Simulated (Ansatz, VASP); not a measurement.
**One calculation of Fe, two programs**

The input INCAR:

```
PREC = Accurate
ENCUT = 520
EDIFF = 1E-6
ISMEAR = -1
SIGMA = 0.05
LREAL = F
LASPH = T
NELM = 150
ALGO = Normal
ISIF = 2
LWAVE = F
LCHARG = F
ISPIN = 2
MAGMOM = 3
LORBIT = 11
LMAXMIX = 4
GGA = B5
ALDAX = 1.0
AGGAX = 1.0
AGGAC = 1.0
ALDAC = 0.0
NBANDS = 14
```

File KPOINTS:

```
Automatic mesh
0
Gamma
  13 13 13
```

Contents of POSCAR:

```
Fe
1.0
   -1.4430000000      1.4430000000      1.4430000000
    1.4430000000     -1.4430000000      1.4430000000
    1.4430000000      1.4430000000     -1.4430000000
Fe
1
Direct
    0.0000000000      0.0000000000      0.0000000000
```

File input.yaml:

```yaml
crystal:
  lattice:
    - [-1.443, 1.443, 1.443]
    - [1.443, -1.443, 1.443]
    - [1.443, 1.443, -1.443]
  atoms:
    - { symbol: Fe, position: [0.0, 0.0, 0.0], spin: 3.0 }
kpoints:
  mp_grid: { grid: [13, 13, 13] }
  band_path:
    path:
      - [0.0, 0.0, 0.0]
      - [0.5, -0.5, 0.5]
      - [0.0, 0.0, 0.5]
      - [0.0, 0.0, 0.0]
      - [0.25, 0.25, 0.25]
      - [0.5, -0.5, 0.5]
    npoints: 6
scf:
  occupations: { method: fermi_dirac, width: 0.05 }
hamiltonian:
  xc: blyp
  pseudopotentials: { kind: all_electron, lapw: { basis_error: 0.001 } }
magnetization:
  spin_polarized: true
output:
  forces: true
  stress: true
  eigenvalues: true
```

Alike in both runs: functional BLYP; k mesh 13 × 13 × 13; occupations fermi-dirac, width 0.05 eV; collinear spin.

|  | VASP | Ansatz |
| --- | --- | --- |
| version | VASP 6.6.1 | Ansatz 0.2.0 |
| potentials or method | VASP PAW PBE potentials, release 64 (Fe) | all-electron LAPW, scalar-relativistic |
| plane-wave cutoff (eV) | 520 | see its input |
| task | single point | band structure |

VASP gave:

```
gap on the k mesh at the Fermi level (eV)                     : none
pressure (GPa)                                                : -2.1
net moment per atom (μB)                                      : 2.22
size of the moment on the site where the two differ most (μB) : 2.22
```

Question: Estimate Ansatz's values.

Answer: gap on the k mesh at the Fermi level (eV): none; pressure (GPa): -2.8; net moment per atom (μB): 2.19; size of the moment on the site where the two differ most (μB): 2.24.

Site moments also hang on the region over which each program counts them. A gap of «none» marks a metal or a gap that the smearing closes. Ansatz ran all-electron here, so the differences hold the error of VASP's frozen core and of both bases.

Caveats: the PAW data sets were made with another functional, which shifts forces and pressure a little (VASP).
